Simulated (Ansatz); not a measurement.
**AlN: zone-centre modes at 40 GPa**

Method: Ansatz, DFT PBEsol, scalar-relativistic, plane waves, PAW. Cutoff 420 eV, 10×10×10 k-points (Γ-centred), fixed occupations. No spin polarisation. Phonons by linear response, acoustic sum rule imposed.

The cell, relaxed at 40 GPa:
```
Al N
1.0
     0.00000    2.08224    2.08224
     2.08224    0.00000    2.08224
     2.08224    2.08224    0.00000
Al N
1 1
Direct
  0.00000 0.00000 0.00000
  0.75000 0.75000 0.75000
```

Other phases may be more stable at this pressure.

**Question.** Give the high-frequency dielectric tensor ε∞.

**Answer.**
```
4.43 0.00 0.00
0.00 4.43 0.00
0.00 0.00 4.43
```

**Question.** Give the Born effective charges.

**Answer.**
```json
{"atom": "Al (atom 1)", "Z*xx": "2.53", "Z*yy": "2.53", "Z*zz": "2.53", "mean": "2.53"}
{"atom": "N (atom 2)", "Z*xx": "-2.53", "Z*yy": "-2.53", "Z*zz": "-2.53", "mean": "-2.53"}
```

**Question.** How large is the static dielectric tensor with the ions free to move, and what share of it is ionic?

**Answer.**
```
7.4 0.0 0.0
0.0 7.4 0.0
0.0 0.0 7.4
```
The ions give 40 % of its trace.

This zinc-blende form isn't the usual stable structure of the compound at low pressure.

Cost: 1 run of about 0.25 core-minutes, on Intel Xeon Platinum 8488C (Sapphire Rapids) (shared hosts).